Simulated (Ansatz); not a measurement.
`CC1CCC(=O)O1` → `O=C1CCCO1` + `[CH2]` (triplet) at 600 K and 1 bar (formal loss of a carbene).

Calculated with Ansatz (gas phase, PBE0-D4/def2-TZVP geometries, no zero-point term in ΔE). CCSD(T)/CBS adds triple-zeta CCSD(T) − MP2 to the extrapolated MP2 energy (def2 sets, frozen cores). This one scheme is used for every species. Triplets are unrestricted, without spin–orbit coupling.

```tsv
species	CCSD(T)/CBS energy (Eh)	H − E (kJ/mol)	S (J/(mol·K))
`CC1CCC(=O)O1`	-345.44027	399.6	439.3
`O=C1CCCO1`	-306.17279	313.0	388.5
`[CH2]` (triplet)	-39.09499	66.5	220.8
```

H − E and S are ideal-gas, rigid-rotor, harmonic terms from PBE0-D4/def2-TZVP, for one conformer and one mirror image of each species, with the whole ground term of open shells counted as degenerate. 1 Eh = 2625.50 kJ/mol, R = 8.31446 J/(mol·K).

By hand: ΔE, ΔH, ΔS and ΔG.

ΔE = (-306.17279) + (-39.09499) − (-345.44027) = 0.17249 Eh = 452.9 kJ/mol. Δ(H − E) = 313.0 + 66.5 − 399.6 = -20.1, so ΔH = 432.8 kJ/mol. ΔS = 388.5 + 220.8 − 439.3 = 170.0 J/(mol·K). ΔG = 432.8 − 600 × (170.0)/1000 = 330.8 kJ/mol.

By hand: the equilibrium constant, and the temperature at which ΔG would vanish if ΔH and ΔS stayed fixed.

log₁₀ K = −ΔG/(RT ln 10) = -28.8. ΔG = 0 at ΔH/ΔS = 2546 K, far beyond where these terms or the molecules hold.

The number of gas molecules changes by +1, which sets the sign of ΔS. A doubt of 5 kJ/mol in ΔE shifts log₁₀ K by 0.4 here. Other conformers and mirror images would add mixing entropy, several J/(mol·K) or more a flexible species. A triplet takes part, so the spin changes. These are equilibria of isolated gas molecules and say nothing of rates. Largest T1 diagnostic: 0.014 (customary marks: 0.02 for closed shells, 0.045 for open ones).
